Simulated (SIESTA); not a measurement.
MoS2 under changes of volume

One of the cells (17.373 Å³/atom); the others are scaled copies at fixed shape and fractional positions:

```
CELL_PARAMETERS angstrom
1.56940 0.90609 6.10872
-1.56940 0.90609 6.10872
0.00000 -1.81218 6.10872
ATOMIC_POSITIONS crystal
Mo 0.00000 0.00000 0.00000
S 0.41700 0.41700 0.41700
S 0.25000 0.25000 0.25000
```

Measurements of this composition are mostly on another form, of space group No. 194.

- Program: SIESTA 5.4.2
- Functional: PBE
- Potentials or basis: PseudoDojo 0.4 standard (PBE files)
- Basis: DZP (energy shift 0.003 Ry; two zetas on semicore shells)
- Grid cutoff: 800 Ry
- Energy shift: 0.003 Ry
- k mesh: 10 × 10 × 10
- Occupations: fermi-dirac, width 0.05 eV
- Spin: no spin polarisation

| volume (Å³/atom) | energy over the lowest point (meV/atom) | pressure (GPa) | gap on the mesh (eV) | largest force (eV/Å) |
| --- | --- | --- | --- | --- |
| 16.664 | 116.46 | 20.7 | 0.96 | 2.212 |
| 17.019 | 75.81 | 16.1 | 0.98 | 1.765 |
| 17.373 | 44.72 | 12.0 | 1.00 | 1.348 |
| 18.083 | ? | ? | ? | ? |
| 18.437 | 0.00 | 2.0 | 1.03 | 0.278 |

**Question.** What does the run at 18.083 Å³/atom give?

**Answer.** Energy over the lowest point 7.62 meV/atom; pressure 5.0 GPa; gap on the mesh 1.02 eV; largest force 0.609 eV/Å.

Worked out: A Birch-Murnaghan fit of order 2 (a polynomial in V^(-2/3)) to the other rows has its minimum at 18.68 Å³/atom, just outside them, with B0 = V·E''(V) = 144 GPa at fixed shape and positions, which overstates the stiffness. It gives 7.53 meV/atom at 18.083 Å³/atom, against the run's 7.62, and -dE/dV = 5.0 GPa, against 5.0. A straight line through the other rows of the gap, of slope 0.675 eV per unit of ln V, gives 1.02 eV, against the run's 1.02.

Energies are extrapolated to zero smearing.

Caveats: the basis of atomic orbitals isn't converged, which shifts pressures, moduli and gaps; forces of over 1 eV/Å show positions far from the minimum, so gaps and moduli don't describe the material at rest (some runs).

A mesh can miss the band edges. Spin-orbit coupling on Mo is left out.
